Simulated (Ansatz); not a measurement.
Here is an Ansatz 0.2.0 calculation.

Contents of input.yaml:

```yaml
crystal:
  lattice:
    - [3.076, 0.0, 0.0]
    - [-1.538, 2.663894142, 0.0]
    - [0.0, 0.0, 5.048]
  atoms:
    - { symbol: Si, position: [0.6666666667, 0.3333333333, 0.5] }
    - { symbol: Si, position: [0.3333333333, 0.6666666667, 0.0] }
    - { symbol: C, position: [0.6666666667, 0.3333333333, 0.885] }
    - { symbol: C, position: [0.3333333333, 0.6666666667, 0.385] }
hamiltonian:
  xc:
    exchange: pbe
    correlation: pbe
    exx: { coeff: 0.25, omega: 0.15 }
  pseudopotentials: { kind: paw }
kpoints:
  mp_grid: { grid: [5, 5, 3] }
scf:
  occupations: { method: fermi_dirac, width: 0.05 }
output:
  forces: true
  stress: true
  eigenvalues: true
```

Potentials or basis: Ansatz PAW.

Run with:

```bash
$ ansatz run input.yaml --threads 2 --pin off --max-ram 5632MiB --backend cpu --events-out ev --progress --plain --runs-dir out
```

**Question.** What does it give for the largest force?

**Answer.** 0.762 eV/Å.

**Question.** Estimate the band gap on the k mesh.

**Answer.** 3.92 eV, indirect (least direct gap 5.47 eV).

Stress tensor (GPa, compression positive):
```
 0.57  0.00  0.00
 0.00  0.57  0.00
 0.00  0.00 -4.51
```

Caveat: the k mesh is coarse (spacing up to 0.47 Å⁻¹), so the values aren't converged, least of all with exact exchange; odd divisions of the mesh miss points on the zone boundary, where band edges often lie, so the gap on the mesh can be too wide; the PAW data sets come from PBE, with cores solved anew for the run's functional, which leaves a small shift of forces and pressure; the thresholds are loose for stress. A k mesh can miss the band edges.
